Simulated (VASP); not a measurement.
# Si: relaxation of the atoms with PBE

The system is Si.

```
CELL_PARAMETERS angstrom
0.00000 1.90505 1.90505
1.90505 0.00000 1.90505
1.90505 1.90505 0.00000
ATOMIC_POSITIONS crystal
Si 0.00000 0.00000 0.00000
```

This isn't the form of Si at room conditions, which is diamond.

The cell isn't the ideal one: a relaxed cell with its volume scaled by 0.96.

* Program: VASP 6.6.1
* Task: relaxation of the atoms
* Functional: PBE
* Potentials or basis: VASP PAW PBE potentials, release 64 (Si)
* Cutoff: 600 eV
* k mesh: 16 × 16 × 16
* Occupations: methfessel-paxton, width 0.1 eV
* Spin: no spin polarisation
* Further INCAR settings: ALGO = Fast; EDIFF = 1e-07; IBRION = 2; EDIFFG = -0.01; NSW = 40

```json
{
  "Pressure after relaxing": "4.1 GPa",
  "Band gap on the k mesh": "none (metal or under the smearing width)"
}
```

Final structure:
```
Si
1.0
     0.00000    1.90505    1.90505
     1.90505    0.00000    1.90505
     1.90505    1.90505    0.00000
Si
1
Cartesian
  0.0000 0.0000 0.0000
```

Levels at points of the mesh, in eV from the Fermi level:
```tsv
k point	band 1	band 2	band 3	band 4	band 5
(0.00, 0.00, 0.00)	-14.90	11.69	11.69	11.69	12.09
(0.50, 0.00, 0.00)	-7.76	-7.27	8.97	8.97	10.97
(0.50, 0.50, 0.00)	-5.60	-4.55	3.31	3.31	4.30
```

It took 6.7 s on 1 thread of Intel(R) Xeon(R) 6975P-C (Granite Rapids), with other jobs on the host, peak memory 0.14 GiB.

Caveat: the relaxation stopped at its first step, so nothing moved.
